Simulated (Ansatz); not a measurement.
Input and command of a plane-wave DFT calculation in Ansatz:

```yaml
crystal:
  lattice:
    - [-1.65747744, 1.70452512, 2.52540936]
    - [1.65747744, -1.70452512, 2.52540936]
    - [1.65747744, 1.70452512, -2.52540936]
  atoms:
    - { symbol: Sn, position: [0.0, 0.0, 0.0] }
basis:
  ecutwfc: 300.0
kpoints:
  mp_grid: { grid: [20, 20, 20] }
hamiltonian:
  xc: r2scan
scf:
  occupations: { method: gaussian, width: 0.15 }
output:
  forces: true
  stress: true
  eigenvalues: true
```

```bash
ansatz run input.yaml --threads 1 --pin off --max-ram 2560MiB --backend cpu --events-out ev --progress --plain --runs-dir out
```

Processor: Intel(R) Xeon(R) Platinum 8375C CPU @ 2.90GHz (Ice Lake), 1 thread, on a host shared with other jobs.

Problem. How long does it run, and how much memory does it take?

Solution. About 16 s on 1 thread of Intel(R) Xeon(R) Platinum 8375C CPU @ 2.90GHz (Ice Lake), with other jobs on the host, peak memory 0.59 GiB. It solves 11 bands at 1166 k points (the mesh reduced by the symmetry that the task leaves, which can be less than the crystal's) with about 331 plane waves, in 6 SCF iterations.
